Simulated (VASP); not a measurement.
# TiO2 (P4_2/mnm) in VASP: a series of runs, part 2 of 3

VASP 6.6.1. Earlier steps stand in the parts before.

## 3. Dielectric tensor, PBE

File INCAR:

```
SYSTEM = TiO2
PREC = Accurate
ENCUT = 400
EDIFF = 1E-5
ISMEAR = 0
SIGMA = 0.01
LREAL = .FALSE.
LASPH = .TRUE.
NELM = 100
ALGO = Normal
ISIF = 2
LWAVE = .FALSE.
LCHARG = .FALSE.
GGA = PE
LEPSILON = .TRUE.
```

File KPOINTS:

```
regular mesh
0
G
  5 5 7
  0 0 0
```

File POSCAR:

```
TiO2
1.0
    4.5998373239      0.0000000000      0.0000000000
    0.0000000000      4.5998373239      0.0000000000
    0.0000000000      0.0000000000      2.9592135600
Ti O
2 4
Direct
    0.0000000000      0.0000000000      0.5000000000
    0.5000000000      0.5000000000      0.0000000000
    0.3043213200      0.3043213200      0.5000000000
    0.1956786800      0.8043213200      0.0000000000
    0.8043213200      0.1956786800      0.0000000000
    0.6956786800      0.6956786800      0.5000000000
```

Potentials or basis: VASP PAW PBE potentials, release 64 (Ti_sv, O).

Run with:

```console
$ cat potpaw_PBE.64/Ti_sv/POTCAR potpaw_PBE.64/O/POTCAR > POTCAR
$ mpirun -np 1 vasp_std > vasp.out
```

OUTCAR:

```text
SYSTEM = TiO2
   PREC = Accurate
   ENCUT = 400
   EDIFF = 1E-5
   ISMEAR = 0
   LREAL = .FALSE.
   LASPH = .TRUE.
   NELM = 100
   ISIF = 2
   GGA = PE
   LEPSILON = .TRUE.

 Found     24 irreducible k-points:

 Following reciprocal coordinates:
            Coordinates               Weight
  0.000000  0.000000  0.000000      1.000000
  0.200000  0.000000  0.000000      4.000000
  0.400000  0.000000  0.000000      4.000000
  0.200000  0.200000  0.000000      4.000000
  0.400000  0.200000  0.000000      8.000000
  0.400000  0.400000  0.000000      4.000000
   k-points           NKPTS =     24   k-points in BZ     NKDIM =     24   number of bands    NBANDS=     28
   number of dos      NEDOS =    301   number of ions     NIONS =      6
   total plane-waves  NPLWV =  18000
   dimension x,y,z NGX =    30 NGY =   30 NGZ =   20
   dimension x,y,z NGXF=    60 NGYF=   60 NGZF=   40
   ions per type =               2   4
   NGX,Y,Z   is equivalent  to a cutoff of  10.84, 10.84, 11.24 a.u.
   NGXF,Y,Z  is equivalent  to a cutoff of  21.69, 21.69, 22.47 a.u.
 SYSTEM =  TiO2
   PREC   = accura    normal or accurate (medium, high low for compatibility)
   ISTART =      0    job   : 0-new  1-cont  2-samecut
   ICHARG =      2    charge: 1-file 2-atom 10-const
[... 313 lines left out ...]
    -0.00094 -0.00000  0.00000           (  0.00016  0.00000  0.00000)
     0.00000 -0.00094  0.00000           (  0.00000  0.00016  0.00000)
     0.00000  0.00000  0.00104           (  0.00000  0.00000 -0.00043)

 PIEZOELECTRIC TENSOR FIELD DIRECTION 3  (C/m^2)
 -----------------------------------------------------------------------------
    -0.00024 -0.00000  0.00000
     0.00000 -0.00024  0.00000
     0.00000  0.00000  0.00027

 MACROSCOPIC STATIC DIELECTRIC TENSOR (including local field effects in DFT)
 ------------------------------------------------------
           7.430296     0.000000     0.000000
           0.000000     7.430296     0.000000
           0.000000     0.000000     8.856210
 ------------------------------------------------------

 PIEZOELECTRIC TENSOR (including local field effects)  for field in x, y, z        (e  Angst)
          XX          YY          ZZ          XY          YZ          ZX
  --------------------------------------------------------------------------------
  x     0.00000     0.00000     0.00000     0.00000     0.00000     0.00000
  y     0.00000     0.00000     0.00000     0.00000     0.00000     0.00000
  z     0.00000     0.00000     0.00000     0.00000     0.00000     0.00000

 PIEZOELECTRIC TENSOR (including local field effects)  for field in x, y, z        (C/m^2)
          XX          YY          ZZ          XY          YZ          ZX
  --------------------------------------------------------------------------------
  x     0.00000     0.00000     0.00000     0.00000     0.00000     0.00000
  y     0.00000     0.00000     0.00000     0.00000     0.00000     0.00000
  z     0.00000     0.00000     0.00000     0.00000     0.00000     0.00000

 BORN EFFECTIVE CHARGES (including local field effects) (in |e|, cummulative output)
 ---------------------------------------------------------------------------------
 ion    1
    1     6.32801     1.02977     0.00000
    2     1.02977     6.32801     0.00000
    3     0.00000     0.00000     7.70155
 ion    2
    1     6.32801    -1.02977     0.00000
    2    -1.02977     6.32801     0.00000
    3     0.00000     0.00000     7.70155
 ion    3
    1    -3.16401    -1.81533     0.00000
    2    -1.81533    -3.16401     0.00000
    3     0.00000     0.00000    -3.85077
 ion    4
    1    -3.16401     1.81533     0.00000
    2     1.81533    -3.16401     0.00000
    3     0.00000     0.00000    -3.85077
 ion    5
    1    -3.16401     1.81533     0.00000
    2     1.81533    -3.16401     0.00000
    3     0.00000     0.00000    -3.85077
 ion    6
    1    -3.16401    -1.81533     0.00000
    2    -1.81533    -3.16401     0.00000
    3     0.00000     0.00000    -3.85077
```

OSZICAR:

```text
N       E                     dE             d eps       ncg     rms          rms(c)
DAV:   1     0.618203348955E+03    0.61820E+03   -0.21903E+04  1344   0.172E+03
DAV:   2     0.210985507154E+02   -0.59710E+03   -0.57867E+03  1632   0.540E+02
[... 12 lines left out ...]
RMM:   5    -0.142112261780E+01   -0.14235E-01   -0.15788E-02  2849   0.593E-01    0.575E-02
RMM:   6    -0.142340971074E+01   -0.22871E-02   -0.25357E-03  2838   0.238E-01    0.321E-02
RMM:   7    -0.142490559576E+01   -0.14959E-02   -0.53737E-04  2728   0.111E-01    0.112E-02
RMM:   8    -0.142478201506E+01    0.12358E-03   -0.14316E-04  2850   0.555E-02    0.656E-03
RMM:   9    -0.142488746011E+01   -0.10545E-03   -0.40004E-05  2986   0.275E-02    0.356E-03
RMM:  10    -0.142497426006E+01   -0.86800E-04   -0.12334E-05  2758   0.143E-02    0.111E-03
RMM:  11    -0.142496798911E+01    0.62709E-05   -0.10827E-05  2517   0.802E-03    0.101E-03
```

Run time: 3.3 min. Hardware: 1 thread of Intel Xeon 6975P-C (Granite Rapids), shared host; peak memory 0.24 GiB.

The run converged, but some of its settings lie outside the range that counts as converged, so its numbers aren't taken as properties of the crystal.

What came out:

- Band gap on the k mesh: 1.85 eV, direct
- Electronic dielectric tensor (diagonal): 7.43, 7.43, 8.86
- Born charges (mean of the diagonal): Ti +6.79; O -3.39 e

Caveat: an odd mesh through Γ misses points on the zone boundary, where band edges often lie.

## 4. Dielectric tensor, PBE

Edit INCAR of step 3 so:

```diff
@@ -3,6 +3,6 @@
 ENCUT = 400
-EDIFF = 1E-5
+EDIFF = 1E-8
 ISMEAR = 0
 SIGMA = 0.01
-LREAL = .FALSE.
+LREAL = Auto
 LASPH = .TRUE.
```

KPOINTS is that of step 3.

POSCAR is that of step 3.

Potentials or basis: VASP PAW PBE potentials, release 64 (Ti_sv, O).

Run with:

```console
$ cat potpaw_PBE.64/Ti_sv/POTCAR potpaw_PBE.64/O/POTCAR > POTCAR
$ mpirun -np 1 vasp_std > vasp.out
```

OUTCAR:

```text
SYSTEM = TiO2
   PREC = Accurate
   ENCUT = 400
   EDIFF = 1E-8
   ISMEAR = 0
   LREAL = Auto
   LASPH = .TRUE.
   NELM = 100
   ISIF = 2
   GGA = PE
   LEPSILON = .TRUE.

 Found     24 irreducible k-points:

 Following reciprocal coordinates:
            Coordinates               Weight
  0.000000  0.000000  0.000000      1.000000
  0.200000  0.000000  0.000000      4.000000
  0.400000  0.000000  0.000000      4.000000
  0.200000  0.200000  0.000000      4.000000
  0.400000  0.200000  0.000000      8.000000
  0.400000  0.400000  0.000000      4.000000
   k-points           NKPTS =     24   k-points in BZ     NKDIM =     24   number of bands    NBANDS=     28
   number of dos      NEDOS =    301   number of ions     NIONS =      6
   total plane-waves  NPLWV =  18000
   dimension x,y,z NGX =    30 NGY =   30 NGZ =   20
   dimension x,y,z NGXF=    60 NGYF=   60 NGZF=   40
   ions per type =               2   4
   NGX,Y,Z   is equivalent  to a cutoff of  10.84, 10.84, 11.24 a.u.
   NGXF,Y,Z  is equivalent  to a cutoff of  21.69, 21.69, 22.47 a.u.
 SYSTEM =  TiO2
   PREC   = accura    normal or accurate (medium, high low for compatibility)
   ISTART =      0    job   : 0-new  1-cont  2-samecut
   ICHARG =      2    charge: 1-file 2-atom 10-const
   ISPIN  =      1    spin polarized calculation?
   LNONCOLLINEAR =      F non collinear calculations
   LSORBIT =      F    spin-orbit coupling
   LASPH  =      T    aspherical Exc in radial PAW
   ENCUT  =  400.0 eV  29.40 Ry    5.42 a.u.   7.50  7.50  4.83*2*pi/ulx,y,z
   NELM   =    100;   NELMIN=  2; NELMDL= -5     # of ELM steps
   EDIFF  = 0.1E-07   stopping-criterion for ELM
   LREAL  =      T    real-space projection
   EDIFFG = 0.1E-06   stopping-criterion for IOM
   NSW    =      0    number of steps for IOM
   IBRION =     -1    ionic relax: 0-MD 1-quasi-New 2-CG
   NFREE  =      0    steps in history (QN), initial steepest desc. (CG)
   ISIF   =      2    stress and relaxation
   ISYM   =      2    0-nonsym 1-usesym 2-fastsym
   POTIM  = 0.5000    time-step for ionic-motion
   TEBEG  =    0.0;   TEEND  =   0.0 temperature during run
   PSTRESS=    0.0 pullay stress
   NELECT =      48.0000    total number of electrons
   NUPDOWN=      -1.0000    fix difference up-down
   EMIN   =  10.00;   EMAX   =-10.00  energy-range for DOS
   EFERMI =   0.00;   METHOD = LEGACY
   ISMEAR =     0;   SIGMA  =   0.01  broadening in eV -4-tet -1-fermi 0-gaus
   EFERMI_NEDOS =   21; number of points for ismear=-14 and -15
   IALGO  =     38    algorithm
   IMIX   =      4    mixing-type and parameters
     AMIX     =   0.40;   BMIX     =  1.00
     AMIX_MAG =   1.60;   BMIX_MAG =  1.00
  volume/ion in A,a.u.               =      10.44        70.42
  Fermi-wavevector in a.u.,A,eV,Ry     =   1.498309  2.831394 30.544140  2.244931
  Thomas-Fermi vector in A             =   2.610085
   LORBIT       =      0    0 simple, 1 ext, 2 COOP (PROOUT), +10 PAW based schemes
   GGA     = PE    functional components
   LHFCALC =     F    Hartree Fock is set to
   AEXX    =    0.0000 exact exchange contribution
   IVDW    =     0    specifies the selected vdW correction
   LEPSILON=     T    determine dielectric tensor
   LRPA    =     F    only Hartree local field effects (RPA)
 non-spin polarized calculation
 Gauss-broadening in eV      SIGMA  =   0.01
  energy-cutoff  :      400.00
  volume of cell :       62.61
 maximum number of plane-waves:      1158
 NGX is ok and might be reduce to    30
   NGX = 15   NGY = 15   NGZ =  9
[... 210 lines left out ...]
  energy-cutoff  :      400.00
  volume of cell :       62.61
      direct lattice vectors                 reciprocal lattice vectors
     4.599837324  0.000000000  0.000000000     0.217398993  0.000000000  0.000000000
     0.000000000  4.599837324  0.000000000     0.000000000  0.217398993  0.000000000
     0.000000000  0.000000000  2.959213560     0.000000000  0.000000000  0.337927622

 POSITION                                       TOTAL-FORCE (eV/Angst)
 -----------------------------------------------------------------------------------
      0.00000      0.00000      1.47961         0.000000      0.000000     -0.000000
      2.29992      2.29992      0.00000         0.000000      0.000000     -0.000000
      1.39983      1.39983      1.47961        -0.015365     -0.015365     -0.000000
      0.90009      3.69975      0.00000         0.015365     -0.015365     -0.000000
      3.69975      0.90009      0.00000        -0.015365      0.015365      0.000000
      3.20001      3.20001      1.47961         0.015365      0.015365      0.000000
 -----------------------------------------------------------------------------------
    total drift:                                0.000000      0.000000     -0.000000

  FREE ENERGIE OF THE ION-ELECTRON SYSTEM (eV)
  ---------------------------------------------------
  free  energy   TOTEN  =       -53.7133738953 eV

  energy  without entropy=      -53.7133738953  energy(sigma->0) =      -53.71337390

 HEAD OF MICROSCOPIC STATIC DIELECTRIC TENSOR (INDEPENDENT PARTICLE, excluding Hartree and local field effects)
 ------------------------------------------------------
           7.631563     0.000000     0.000000
           0.000000     7.631563     0.000000
           0.000000     0.000000     8.969730
 ------------------------------------------------------

 Free energy of the ion-electron system (eV)
  ---------------------------------------------------
  ---------------------------------------------------
  free energy    TOTEN  =        -1.16587162 eV

  energy without entropy =       -1.16587162

------------------------ aborting loop because EDIFF is reached ----------------------------------------

--------------------------------------- Ionic step        2  -------------------------------------------

------------------------ aborting loop because EDIFF is reached ----------------------------------------

--------------------------------------- Ionic step        3  -------------------------------------------

 Free energy of the ion-electron system (eV)
  ---------------------------------------------------
  ---------------------------------------------------
  free energy    TOTEN  =        -1.42522508 eV

  energy without entropy =       -1.42522508

------------------------ aborting loop because EDIFF is reached ----------------------------------------

 PIEZOELECTRIC TENSOR FIELD DIRECTION 3  (e Angst)
 -----------------------------------------------------------------------------
    -0.00129 -0.00000  0.00000           (  0.00016  0.00000  0.00000)
     0.00000 -0.00129  0.00000           (  0.00000  0.00016  0.00000)
     0.00000  0.00000  0.00036           (  0.00000  0.00000 -0.00042)

 PIEZOELECTRIC TENSOR FIELD DIRECTION 3  (C/m^2)
 -----------------------------------------------------------------------------
    -0.00033 -0.00000  0.00000
     0.00000 -0.00033  0.00000
     0.00000  0.00000  0.00009

 MACROSCOPIC STATIC DIELECTRIC TENSOR (including local field effects in DFT)
 ------------------------------------------------------
           7.431542    -0.000000     0.000000
          -0.000000     7.431542     0.000000
           0.000000     0.000000     8.857836
 ------------------------------------------------------

 PIEZOELECTRIC TENSOR (including local field effects)  for field in x, y, z        (e  Angst)
          XX          YY          ZZ          XY          YZ          ZX
  --------------------------------------------------------------------------------
  x     0.00000     0.00000     0.00000     0.00000     0.00000     0.00000
  y     0.00000     0.00000     0.00000     0.00000     0.00000     0.00000
  z     0.00000     0.00000     0.00000     0.00000     0.00000     0.00000

 PIEZOELECTRIC TENSOR (including local field effects)  for field in x, y, z        (C/m^2)
          XX          YY          ZZ          XY          YZ          ZX
  --------------------------------------------------------------------------------
  x     0.00000     0.00000     0.00000     0.00000     0.00000     0.00000
  y     0.00000     0.00000     0.00000     0.00000     0.00000     0.00000
  z     0.00000     0.00000     0.00000     0.00000     0.00000     0.00000

 BORN EFFECTIVE CHARGES (including local field effects) (in |e|, cummulative output)
 ---------------------------------------------------------------------------------
 ion    1
    1     6.32807     1.03019     0.00000
    2     1.03019     6.32807     0.00000
    3     0.00000     0.00000     7.70070
 ion    2
    1     6.32807    -1.03019     0.00000
    2    -1.03019     6.32807     0.00000
    3     0.00000     0.00000     7.70070
 ion    3
    1    -3.16403    -1.81567     0.00000
    2    -1.81567    -3.16403     0.00000
    3     0.00000     0.00000    -3.85035
 ion    4
    1    -3.16403     1.81567     0.00000
    2     1.81567    -3.16403     0.00000
    3     0.00000     0.00000    -3.85035
 ion    5
    1    -3.16403     1.81567     0.00000
    2     1.81567    -3.16403     0.00000
    3     0.00000     0.00000    -3.85035
 ion    6
    1    -3.16403    -1.81567     0.00000
    2    -1.81567    -3.16403     0.00000
    3     0.00000     0.00000    -3.85035
```

It took 7.9 min on 1 thread of Intel Xeon 6975P-C (Granite Rapids), shared host; peak memory 0.23 GiB.

These settings aren't checked as converged: the numbers below hold their error.

Results:

```yaml
Band_gap_on_the_k_mesh: 1.85 eV, direct
Electronic_dielectric_tensor_diagonal: 7.43, 7.43, 8.86
Born_charges_mean_of_the_diagonal: Ti +6.79; O -3.39 e
```

Caveat: an odd mesh through Γ misses points on the zone boundary, where band edges often lie.

[end of part 2 of 3]
